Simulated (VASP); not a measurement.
The system is ZnS.

```
Zn S
1.0
     0.00000    2.68033    2.68033
     2.68033    0.00000    2.68033
     2.68033    2.68033    0.00000
Zn S
1 1
Direct
  0.25000 0.25000 0.25000
  0.00000 0.00000 0.00000
```

Base run:

```yaml
Program: VASP 6.6.1
Functional: PBE
Potentials_or_basis: VASP PAW PBE potentials, release 64 (Zn, S)
Cutoff: 520 eV
k_mesh: 10 × 10 × 10
Occupations: gaussian, width 0.03 eV
Spin: no spin polarisation
```

Its results: band gap on the k mesh 2.22 eV, direct; pressure 3.7 GPa.

**Question.** The run is repeated on the same cell with these changes: functional from PBE to LDA; potentials or basis from VASP PAW PBE potentials, release 64 (Zn, S) to VASP PAW LDA potentials, release 64 (Zn, S). What comes out?

**Answer.** Band gap on the k mesh 2.00 eV, direct; pressure -2.6 GPa.
